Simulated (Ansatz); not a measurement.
Runs of Ansatz 0.2.0 on Al2O3. It takes space group P-6m2 (No. 187, hexagonal). The conventional cell has a = 2.884 Å, b = 2.884 Å, c = 9.337 Å, α = 90.00°, β = 90.00°, γ = 120.00°. Al (site symmetry 3m) is surrounded by 3 O at 1.80 Å. Around O (site symmetry 3m) lie 3 Al at 1.80 Å. Around O (site symmetry -6m2) lie 6 Al at 2.18 Å. Measurements of this composition are mostly on another form, of space group No. 167.

```csv
task,level,cell,cutoff (eV),gap on the mesh (eV),pressure (GPa),relaxed volume (Å³/atom),largest force (eV/Å)
relaxation of cell and atoms,r2SCAN+D3(BJ)-ATM,relaxed,500,5.60,0.0,10.33,-
relaxation of cell and atoms,r2SCAN+D4,relaxed,500,5.60,0.0,10.29,-
relaxation of cell and atoms,r2SCAN,relaxed,500,5.66,0.0,10.82,-
projected density of states,PBEsol,as given,420,4.75,-2.9,-,0.13
relaxation of cell and atoms,r2SCAN+D3(BJ),relaxed,500,5.59,0.0,10.22,-
projected density of states,LDA,as given,420,4.76,-7.0,-,0.53
projected density of states,r2SCAN,as given,500,5.63,-4.5,-,(a)
relaxation of cell and atoms,r2SCAN+rVV10,relaxed,500,5.51,0.0,(b),-
```

Alike in all rows: potentials or basis Ansatz PAW; no spin polarisation; k mesh 11 × 11 × 3; smearing fermi-dirac 0.05 eV.

Q: Estimate the missing entries.

A: (a) 0.39; (b) 10.27.

Caveats: odd divisions of the mesh miss points on the zone boundary, where band edges often lie, so the gap on the mesh can be too wide; the PAW data sets come from PBE, with cores solved anew for the run's functional, which leaves a small shift of forces and pressure; the volume moved by over 15 % at a fixed basis, so the end points are rough (some runs); the plane-wave basis is chosen anew once the cell has moved, so the energies of steps on either side of that aren't comparable (some runs); the density of states is complete only up to the lowest level of the last band computed (some runs); the dispersion damping was fitted for another functional or another form of the correction (some runs).

A k mesh can miss the band edges.
